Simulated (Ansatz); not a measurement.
CdO: vibrational free energy, entropy and heat capacity

The calculation used Ansatz, DFT PBE, scalar-relativistic, plane waves, PAW. Plane waves to 420 eV; Γ-centred k mesh 20×20×20; Fermi-Dirac smearing of 0.15 eV. No spin polarisation. Phonons by linear response, acoustic sum rule imposed.

Relaxed structure:
```yaml
crystal:
  lattice:
    - [0.00000, 2.38428, 2.38428]
    - [2.38428, 0.00000, 2.38428]
    - [2.38428, 2.38428, 0.00000]
  atoms:
    - { symbol: Cd, position: [0.50000, 0.50000, 0.50000] }
    - { symbol: O, position: [0.00000, 0.00000, 0.00000] }
```

The cell has the rock salt type, in a space group that the Crystallography Open Database lists for this formula; it was reached from a generator's guess. In a metal, frequencies and elastic constants depend on the k mesh and the smearing, soft modes and shear constants most. A semilocal functional can close a gap that the real compound has.

Force constants from linear response on a 4×4×4 q mesh, interpolated to a fine mesh.

Phonon density of states, in bins of 10 cm⁻¹:
```json
{"bin centre (cm⁻¹)": "5", "share of modes (%)": "0.0"}
{"bin centre (cm⁻¹)": "15", "share of modes (%)": "0.1"}
{"bin centre (cm⁻¹)": "25", "share of modes (%)": "0.2"}
{"bin centre (cm⁻¹)": "35", "share of modes (%)": "0.3"}
{"bin centre (cm⁻¹)": "45", "share of modes (%)": "0.6"}
{"bin centre (cm⁻¹)": "55", "share of modes (%)": "1.0"}
{"bin centre (cm⁻¹)": "65", "share of modes (%)": "1.6"}
{"bin centre (cm⁻¹)": "75", "share of modes (%)": "2.5"}
{"bin centre (cm⁻¹)": "85", "share of modes (%)": "4.4"}
{"bin centre (cm⁻¹)": "95", "share of modes (%)": "9.6"}
{"bin centre (cm⁻¹)": "105", "share of modes (%)": "8.2"}
{"bin centre (cm⁻¹)": "115", "share of modes (%)": "4.5"}
{"bin centre (cm⁻¹)": "125", "share of modes (%)": "1.8"}
{"bin centre (cm⁻¹)": "135", "share of modes (%)": "1.9"}
{"bin centre (cm⁻¹)": "145", "share of modes (%)": "3.5"}
{"bin centre (cm⁻¹)": "155", "share of modes (%)": "4.7"}
{"bin centre (cm⁻¹)": "165", "share of modes (%)": "2.9"}
{"bin centre (cm⁻¹)": "175", "share of modes (%)": "1.6"}
{"bin centre (cm⁻¹)": "185", "share of modes (%)": "2.5"}
{"bin centre (cm⁻¹)": "195", "share of modes (%)": "2.0"}
{"bin centre (cm⁻¹)": "205", "share of modes (%)": "2.0"}
{"bin centre (cm⁻¹)": "215", "share of modes (%)": "2.2"}
{"bin centre (cm⁻¹)": "225", "share of modes (%)": "2.3"}
{"bin centre (cm⁻¹)": "235", "share of modes (%)": "2.5"}
{"bin centre (cm⁻¹)": "245", "share of modes (%)": "2.6"}
{"bin centre (cm⁻¹)": "255", "share of modes (%)": "2.8"}
{"bin centre (cm⁻¹)": "265", "share of modes (%)": "2.8"}
{"bin centre (cm⁻¹)": "275", "share of modes (%)": "2.9"}
{"bin centre (cm⁻¹)": "285", "share of modes (%)": "2.9"}
{"bin centre (cm⁻¹)": "295", "share of modes (%)": "2.2"}
{"bin centre (cm⁻¹)": "305", "share of modes (%)": "1.8"}
{"bin centre (cm⁻¹)": "315", "share of modes (%)": "1.6"}
{"bin centre (cm⁻¹)": "325", "share of modes (%)": "1.1"}
{"bin centre (cm⁻¹)": "335", "share of modes (%)": "0.4"}
{"bin centre (cm⁻¹)": "345", "share of modes (%)": "1.0"}
{"bin centre (cm⁻¹)": "355", "share of modes (%)": "2.0"}
{"bin centre (cm⁻¹)": "365", "share of modes (%)": "2.2"}
{"bin centre (cm⁻¹)": "375", "share of modes (%)": "2.5"}
{"bin centre (cm⁻¹)": "385", "share of modes (%)": "2.7"}
{"bin centre (cm⁻¹)": "395", "share of modes (%)": "2.6"}
{"bin centre (cm⁻¹)": "405", "share of modes (%)": "1.8"}
{"bin centre (cm⁻¹)": "415", "share of modes (%)": "1.1"}
{"bin centre (cm⁻¹)": "425", "share of modes (%)": "0.2"}
```

(1) How much zero-point energy does an atom carry?

(2) How large are the vibrational entropy and heat capacity at 300 K?

(3) Tabulate them against temperature.

## Answers

(1) 37.9 meV.

(2) S = 3.66 k_B and C_V = 2.73 k_B per atom, 91 % of the Dulong–Petit value.

(3)
```tsv
T (K)	F_vib (meV/atom)	S (k_B/atom)	C_V (k_B/atom)
100	34.3	1.16	1.64
200	17.8	2.60	2.46
300	-9.4	3.66	2.73
400	-44.6	4.46	2.84
500	-85.8	5.10	2.90
600	-132.1	5.63	2.93
700	-182.7	6.08	2.95
800	-236.8	6.48	2.96
900	-294.2	6.83	2.97
1000	-354.4	7.14	2.97
```
